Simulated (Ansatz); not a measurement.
Two Ansatz runs on O

The geometry is COD entry 2106877, unchecked; take it as a test cell. The listed cell was then made from it by scaling, straining or moving an atom.

First run: DFT, PBE, all-electron PAW with datasets made for the crystal, scalar-relativistic (Ansatz 0.2.0).

Command: `ansatz run input.yaml --threads 1 --pin off --max-ram 2048MiB --backend cpu --events-out ev --progress --plain --runs-dir out` The run took 31 s on 1 thread of Intel(R) Xeon(R) Platinum 8375C CPU @ 2.90GHz (Ice Lake) (shared host).

```yaml
crystal:
  lattice:
    - [0.0, 2.1510092115, 3.211056]
    - [1.5088346506, 0.0, 3.211056]
    - [1.5088346506, 2.1510092115, 0.0]
  atoms:
    - { symbol: O, position: [0.0871, 0.0871, 0.9129] }
    - { symbol: O, position: [0.9129, 0.9129, 0.0871] }
kpoints:
  mp_grid: { grid: [12, 12, 12] }
scf:
  occupations: { method: fermi_dirac, width: 0.01 }
hamiltonian:
  xc: pbe
  pseudopotentials: { kind: all_electron, datasets: crystal }
output:
  forces: true
  stress: true
  eigenvalues: true
  efg: { contact_densities: true }
```

Result: converged; pressure 28.4 GPa; largest force 9.275 eV/Å; no gap on the k mesh; 7 SCF iterations.

Solid oxygen carries moments on its molecules; these runs leave spin out.

The input is then changed:

```diff
@@ -12,5 +12,5 @@
   occupations: { method: fermi_dirac, width: 0.01 }
 hamiltonian:
-  xc: pbe
+  xc: rpbe
   pseudopotentials: { kind: all_electron, datasets: crystal }
 output:
```

Question: Predict the outcome of the changed run.

Answer: It converged; pressure 33.4 GPa; largest force 9.576 eV/Å; no gap on the k mesh; 7 SCF iterations.
